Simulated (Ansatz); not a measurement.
TiB2:

```
Ti B
1.0
     3.02920    0.00000    0.00000
    -1.51460    2.62336    0.00000
     0.00000    0.00000    3.22840
Ti B
1 2
Direct
  0.00000 0.00000 0.00000
  0.66667 0.33333 0.50000
  0.33333 0.66667 0.50000
```

```yaml
Program: Ansatz 0.2.0
Task: relaxation of cell and atoms
Functional: PBE
Dispersion: D4
Potentials_or_basis: Ansatz PAW
Cutoff: "420 eV (not typed: the program's choice for these potentials)"
k_mesh: 10 × 10 × 8
Occupations: fermi-dirac, width 0.05 eV
Spin: no spin polarisation
```

At the start: volume 8.55 Å³/atom.

Q: Where does the relaxation end?

A: It ends after 5 steps and the volume is 8.30 Å³/atom (-2.9 %); space group P6/mmm (No. 191, to 0.05 Å).

Step by step:
```csv
step,energy change (eV),largest force (eV/Å),volume (Å³)
1,0.0000,0.0000,25.66
2,-0.0186,0.0000,25.04
3,-0.0198,0.0000,24.88
4,-0.0199,0.0000,24.90
5,-0.0190,0.0000,24.90
```

Final structure:
```
Ti B
1.0
     3.00924    0.00000    0.00000
    -1.50462    2.60608    0.00000
     0.00000    0.00000    3.17506
Ti B
1 2
Direct
  0.00000 0.00000 0.00000
  0.66667 0.33333 0.50000
  0.33333 0.66667 0.50000
```

Caveat: the plane-wave basis is chosen anew once the cell has moved, so the energies of steps on either side of that aren't comparable.
